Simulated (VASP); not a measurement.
CdF2, 3 atoms in the cell. Symmetry: I4/mmm, No. 139, tetragonal system. The conventional cell has a = 3.746 Å, b = 3.746 Å, c = 5.496 Å, α = 90.00°, β = 90.00°, γ = 90.00°. Cd (site symmetry 4/mmm) is surrounded by 8 F at 2.32 Å. F (site symmetry -4m2) is surrounded by 4 Cd at 2.32 Å and 4 F at 2.65 Å.  The cell isn't the ideal one: strain +0.0375 x Voigt [1, 0, 0, 0, 0, 0], atoms carried along.

* Program: VASP 6.6.1
* Task: single point
* Functional: LDA
* Potentials or basis: VASP PAW LDA potentials, release 64 (Cd, F)
* Cutoff: 520 eV
* k mesh: 8 × 8 × 8
* Occupations: gaussian, width 0.05 eV
* Spin: no spin polarisation
* Dipole correction: no
* Further INCAR settings: ALGO = Fast; EDIFF = 1e-06; NBANDS = 20

Potentials or basis: VASP PAW LDA potentials, release 64 (Cd, F).

Launch:

```sh
$ cat potpaw_LDA.64/Cd/POTCAR potpaw_LDA.64/F/POTCAR > POTCAR
$ mpirun -np 1 vasp_std > vasp.out
```

Hardware: 1 thread of Intel(R) Xeon(R) Platinum 8488C (Sapphire Rapids), on a shared host.

**Question.** Estimate the wall time of this run.

**Answer.** Run time: 22 s on 1 thread of Intel(R) Xeon(R) Platinum 8488C (Sapphire Rapids), with other jobs on the host, peak memory 0.16 GiB. Counts: scf iterations 13, k points 59.
